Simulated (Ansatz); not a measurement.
**InAgSe₂, a database entry at a rescaled volume**

```
CELL_PARAMETERS angstrom
0.00000 6.03896 0.00000
6.03896 0.00000 0.00000
3.01948 3.01948 -5.78609
ATOMIC_POSITIONS crystal
In 0.50000 0.50000 0.00000
In 0.25000 0.75000 0.50000
Ag 0.00000 0.00000 0.00000
Ag 0.75000 0.25000 0.50000
Se 0.37500 0.37500 0.75000
Se 0.62500 0.12500 0.25000
Se 0.87500 0.87500 0.75000
Se 0.12500 0.62500 0.25000
```

Method: r2SCAN, no spin polarisation; PAW, plane waves to 500 eV, 5×5×5 Γ-centred mesh, fermi-dirac occupations (width 0.1 eV) (Ansatz 0.2.0), atoms fixed.

Task: Metal or insulator? Give the gap.

Result: The gap is 0.40 eV, direct at the points sampled.

Task: Where is the largest force?

Result: The largest is on Se5 (and as large on other atoms): 0.21 eV/Å, components (0.21, 0.00, 0.00). It makes 54° with the line to a nearest neighbour, In1 at 2.58 Å.

Task: Is the cell too large or too small?

Result: The pressure is 3.6 GPa (compression positive), so with the atoms held at these fractions the cell would first expand.

Task: Which element gives electrons and which takes them?

Result: Bader charges in e: In +1.15, Ag +0.31, Se -0.73. In the mean In gives up most and Se takes most.

Task: Describe some of the short contacts.

Result: In–Se at 2.58 Å: least valence density 0.44 e/Å³ and ELF 0.40 there. Ag–Se at 2.58 Å: least valence density 0.40 e/Å³ and ELF 0.20 there. These are pseudo-fields; inside the PAW spheres they differ from the all-electron ones.

Origin: a database entry at a rescaled volume.
